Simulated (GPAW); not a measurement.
# CdSe (Cadmoselite) (P6_3mc) in GPAW: settings compared, part 2 of 3

GPAW 26.7.0. The steps go on from the part before.

## (4) Band structure, PBE

run.py

```python
from ase.dft.bandgap import bandgap
from ase.io import write
from ase.spacegroup import crystal
from gpaw import GPAW

# Cd 2b
# Se 2b
atoms = crystal(['Cd', 'Se'],
                basis=[[0.6666666667, 0.3333333333, 0.5],
                       [0.6666666667, 0.3333333333, 0.885]],
                spacegroup=186, setting=1,  # P6_3mc
                cellpar=[4.3, 4.3, 7.02, 90.0, 90.0, 120.0],
                primitive_cell=True)

calc = GPAW(mode='lcao',
            h=0.16,
            basis='dz(dzp)',
            xc='PBE',
            kpts={'size': (5, 5, 3), 'gamma': True},
            occupations={'name': 'fermi-dirac', 'width': 0.05},
            convergence={'density': 1e-05, 'energy': 1e-05},
            maxiter=150,
            txt='gpaw.txt')
atoms.calc = calc
energy = atoms.get_potential_energy()
forces = atoms.get_forces()
calc.write('gs.gpw')
write('result.traj', atoms)
print(f'Energy: {energy:.6f} eV')
print('Forces (eV/A):')
print(forces.round(4))
print('Fermi level:', round(calc.get_fermi_level(), 4), 'eV')
print(f'Gap: {bandgap(calc)[0]:.4f} eV, direct: {bandgap(calc, direct=True)[0]:.4f} eV')

path = atoms.cell.bandpath('GMKGALHA,LM,KH', npoints=80, eps=1e-4)
bs_calc = calc.fixed_density(kpts=path, symmetry='off', txt='bands.txt')
bs = bs_calc.band_structure()
bs.write('bs.json')
print(f'Gap on the path: {bandgap(bs_calc)[0]:.4f} eV')
```

Potentials or basis: GPAW PAW data sets (gpaw-data 1.2.1), lcao:dz(dzp).

The run is started by

```sh
OMP_NUM_THREADS=1 python run.py
```

It took 56 s on 1 thread of AMD EPYC 9R14 (Zen 4), shared host; peak memory 0.29 GiB.

The run converged, but some of its settings lie outside the range that counts as converged, so its numbers aren't taken as properties of the crystal.

Results:

- Free energy: -9.6717 eV
- Band gap on the k mesh: 0.73 eV, direct
- Band gap along the path: 0.73 eV, direct

Caveat: the real-space grid adds noise to forces; the forces don't sum to zero, a sign of grid noise; the basis of atomic orbitals isn't converged, which shifts pressures, moduli and gaps.

## (5) Band structure, PBE

run.py

```python
from ase import Atoms
from ase.dft.bandgap import bandgap
from ase.io import write
from gpaw import GPAW

atoms = Atoms(['Cd', 'Cd', 'Se', 'Se'],
              cell=[[4.3, 0.0, 0.0],
                    [-2.15, 3.7239092363, 0.0],
                    [0.0, 0.0, 7.02]],
              scaled_positions=[[0.6666666667, 0.3333333333, 0.5],
                                [0.3333333333, 0.6666666667, 0.0],
                                [0.6666666667, 0.3333333333, 0.885],
                                [0.3333333333, 0.6666666667, 0.385]],
              pbc=True)

calc = GPAW(mode='lcao',
            h=0.16,
            basis='szp(dzp)',
            xc='PBE',
            kpts={'size': (5, 5, 3), 'gamma': True},
            occupations={'name': 'fermi-dirac', 'width': 0.05},
            convergence={'density': 1e-05, 'energy': 1e-05},
            maxiter=150,
            txt='gpaw.txt')
atoms.calc = calc
energy = atoms.get_potential_energy()
forces = atoms.get_forces()
calc.write('gs.gpw')
write('result.traj', atoms)
print(f'Energy: {energy:.6f} eV')
print('Forces (eV/A):')
print(forces.round(4))
print('Fermi level:', round(calc.get_fermi_level(), 4), 'eV')
print(f'Gap: {bandgap(calc)[0]:.4f} eV, direct: {bandgap(calc, direct=True)[0]:.4f} eV')

path = atoms.cell.bandpath('GMKGALHA,LM,KH', npoints=100, eps=1e-4)
bs_calc = calc.fixed_density(kpts=path, symmetry='off', txt='bands.txt')
bs = bs_calc.band_structure()
bs.write('bs.json')
print(f'Gap on the path: {bandgap(bs_calc)[0]:.4f} eV')
```

Potentials or basis: GPAW PAW data sets (gpaw-data 1.2.1), lcao:szp(dzp).

The run is started by

```sh
OMP_NUM_THREADS=1 python run.py
```

gpaw.txt:

```text
__  _  _
 | _ |_)|_||  |
 |__||  | ||/\| - 26.7.0

Input parameters:
  mode=LCAO(),
  basis={'default': 'szp(dzp)'},
  convergence={'density': 1e-05, 'energy': 1e-05},
  h=0.16,
  kpts=MonkhorstPack(size=(5, 5, 3), gamma=True),
  maxiter=150,
  occupations=Occupations(name='fermi-dirac', width=0.05),
  xc=XC(name='PBE')

            Se

        Se  Cd

        Cd

Atoms  # Å, Bohr magnetons
|   | symbol |         x |        y |        z |    initial magnetic moments |
|---|--------|-----------|----------|----------|-----------------------------|
| 0 |     Cd |  2.150000 | 1.241303 | 3.510000 | ( 0.0000,  0.0000,  0.0000) |
| 1 |     Cd | -0.000000 | 2.482606 | 0.000000 | ( 0.0000,  0.0000,  0.0000) |
| 2 |     Se |  2.150000 | 1.241303 | 6.212700 | ( 0.0000,  0.0000,  0.0000) |
| 3 |     Se | -0.000000 | 2.482606 | 2.702700 | ( 0.0000,  0.0000,  0.0000) |

Unit cell  # Å
| periodic |         x |        y |        z |  lengths |     angles |
|----------|-----------|----------|----------|----------|------------|
|      yes |  4.300000 | 0.000000 | 0.000000 | 4.300000 |  90.000000 |
|      yes | -2.150000 | 3.723909 | 0.000000 | 4.300000 |  90.000000 |
|      yes |  0.000000 | 0.000000 | 7.020000 | 7.020000 | 120.000000 |

Number of symmetries: 6
Symmetry operations  # r_c * U_cc + t_c -> r_c
|   | kind |            matrix            |
|---|------|------------------------------|
| 0 |  σ   |  1, 1, 0,  0,-1, 0,  0, 0, 1 |
| 1 |  E   |  1, 0, 0,  0, 1, 0,  0, 0, 1 |
| 2 |  C3  |  0, 1, 0, -1,-1, 0,  0, 0, 1 |
| 3 |  σ   |  0,-1, 0, -1, 0, 0,  0, 0, 1 |
| 4 |  σ   | -1, 0, 0,  1, 1, 0,  0, 0, 1 |
| 5 |  C3  | -1,-1, 0,  1, 0, 0,  0, 0, 1 |

BZ-sampling:
  Number of BZ points: 75
  Number of IBZ points: 12

  Monkhorst-Pack size: [5, 5, 3]
  Monkhorst-Pack shift: [0, 0, 0]

K-points  # in reciprocal-cell coordinates
|     |                                coordinates |     weight |
|-----|--------------------------------------------|------------|
|   0 | (  0.00000000,   0.00000000,   0.00000000) | 0.01333333 |
|   1 | (  0.00000000,   0.00000000,   0.33333333) | 0.02666667 |
|   2 | (  0.20000000,   0.00000000,  -0.33333333) | 0.08000000 |
|   3 | (  0.20000000,   0.00000000,   0.00000000) | 0.08000000 |
|   4 | (  0.20000000,   0.00000000,   0.33333333) | 0.08000000 |
|   5 | (  0.40000000,  -0.20000000,   0.00000000) | 0.08000000 |
|   6 | (  0.40000000,  -0.20000000,   0.33333333) | 0.16000000 |
|   7 | (  0.40000000,   0.00000000,  -0.33333333) | 0.08000000 |
|   8 | (  0.40000000,   0.00000000,   0.00000000) | 0.08000000 |
|   9 | (  0.40000000,   0.00000000,   0.33333333) | 0.08000000 |
| ... |                                            |            |
|  11 | (  0.40000000,   0.40000000,   0.33333333) | 0.16000000 |

basis functions: 42
Spin-components: 1 (collinear spins)
Bands:           26
Projectors:      22
[... 243 lines left out ...]
    |    p |        |      20.699 |    1.005 |
    |    d |        |       0.000 |    0.847 |

    LCAO basis set for Se:
      Name: szp(dzp)
      File: <dir>
      Number of radial functions: 3
      Number of spherical harmonics: 9
        l=0, rc=5.7344 Bohr: 4s-sz confined orbital
        l=1, rc=7.2656 Bohr: 4p-sz confined orbital
        l=2, rc=7.2656 Bohr: d-type Gaussian polarization
      Number of RI-basis functions 0

Reference energy: -436553.300934  # eV

eigensolver:
  <gpaw.new.lcao.eigensolver.LCAOEigensolver object>
density mixing:
  MSR1-Mixer
  Pratt-step length: 0.05
  Maximum mixing coefficient: 0.75
  Old densities: 10
  SVD Regularization: 0.005
  Good broyden scale: 1.0
  Trust region scale: 1.0
  Backstep threshold: 4.0
  History deletion threshold: 6.0
  Fourier metric: weight=20.0, sigma=0.015

occupation numbers:
  Fermi-Dirac:
    width: 0.0500  # eV

FastPoissonSolver using
    Stencil: 8*3+1=25 point O(h^6) finite-difference Laplacian
    FFT axes: [np.int64(0), np.int64(1), np.int64(2)]
    FST axes: []

xc functional:
  name: PBE with 2 nearest neighbor stencil
interpolation: tri-quintic # 5. degree polynomial

convergence criteria:
- Maximum integral of absolute [dens]ity change: 1e-05 electrons / valence electron
- Maximum [total energy] change in last 3 cyles: 1e-05 eV / valence electron
- Maximum integral of absolute [eigenst]ate change: 4e-08 eV^2 / valence electron
maximum number of iterations: 150

SCF iterations
|iter     | |      energy | eigst |  dens |
|---------|-|-------------|-------|-------|
|iter:   1| |   -9.804634 |      c|       |
|iter:   2| |   -9.766376 |      c| -1.30 |
|iter:   3| |   -9.570793 |      c| -1.33 |
|iter:   4| |   -9.567094 |      c| -1.95 |
|iter:   5| |   -9.566894 |      c| -2.53 |
|iter:   6| |   -9.566880c|      c| -3.53 |
|iter:   7| |   -9.566880c|      c| -4.75 |
|iter:   8| |   -9.566880c|      c| -5.28c|

Converged in 8 steps
Energy contributions relative to reference atoms: (reference = -436553.300934)

Energy contributions:
  Kinetic:          62.135119
  Coulomb:         -54.604144
  Zero:              0.152385
  External:          0.000000
  Xc:              -17.250228
  Entropy:          -0.000024
  Spinorbit:         0.000000
  ----------------------------
  Free energy:      -9.566892
  Extrapolated:     -9.566880

dipole moment: (-0.000000, 0.000000, -18.211767)  # |e|*Ang

Fermi level: 4.048
Eigenvalues  # (at kpt = [0.000, 0.000, 0.000])
| band index |      eig [eV] | occ [0-2] |
|------------|---------------|-----------|
|          0 |        -8.987 |     2.000 |
|        ... |               |           |
|         10 |        -3.596 |     2.000 |
|         11 |        -3.330 |     2.000 |
|         12 |        -0.591 |     2.000 |
|         13 |         2.925 |     2.000 |
|         14 |         2.925 |     2.000 |
|         15 |         3.645 |     1.999 |
[... 8 lines left out ...]
|         24 |        11.361 |     0.000 |
|         25 |        11.706 |     0.000 |

Gap: 0.739 eV
Transition (v -> c):
  (s=0, k=0, n=17, [0.00, 0.00, 0.00]) -> (s=0, k=0, n=18, [0.00, 0.00, 0.00])
No difference between direct/indirect transitions

Forces  # eV/Ang
|        x |        y |        z |
|----------|----------|----------|
| -0.00000 |  0.00000 |  0.32690 |  # Cd   0
|  0.00000 | -0.00000 |  0.32690 |  # Cd   1
| -0.00000 | -0.00000 | -0.36144 |  # Se   2
|  0.00000 | -0.00000 | -0.36143 |  # Se   3

# Writing to gs.gpw (mode='')
```

bands.txt:

```text
convergence criteria:
- Maximum integral of absolute [eigenst]ate change: 4e-08 eV^2 / valence electron
maximum number of iterations: 150

SCF iterations
|iter     | |      energy | eigst |  dens |
|---------|-|-------------|-------|-------|
|iter:   1| |             |      c|       |
[... 100 lines left out ...]
         [0.5       , 0.        , 0.0625    ],
         [0.5       , 0.        , 0.        ],
         [0.33333333, 0.33333333, 0.        ],
         [0.33333333, 0.33333333, 0.07142857],
         [0.33333333, 0.33333333, 0.14285714],
         [0.33333333, 0.33333333, 0.21428571],
         [0.33333333, 0.33333333, 0.28571429],
         [0.33333333, 0.33333333, 0.35714286],
         [0.33333333, 0.33333333, 0.42857143],
         [0.33333333, 0.33333333, 0.5       ]])),
  maxiter=150,
  occupations=Occupations(name='fermi-dirac', width=0.05),
  symmetry=Symmetry(point_group=False, time_reversal=False),
  xc=XC(name='PBE')
```

Wall time 75 s (1 thread of Intel Xeon Platinum 8488C (Sapphire Rapids), shared host); peak memory 0.29 GiB.

The run converged, but some of its settings lie outside the range that counts as converged, so its numbers aren't taken as properties of the crystal.

Results:

```yaml
Free_energy: -9.5669 eV
Band_gap_on_the_k_mesh: 0.74 eV, direct
Band_gap_along_the_path: 0.74 eV, direct
```

Caveat: the real-space grid adds noise to forces; the forces don't sum to zero, a sign of grid noise; the basis of atomic orbitals isn't converged, which shifts pressures, moduli and gaps.

(Part 2 of 3 ends here.)
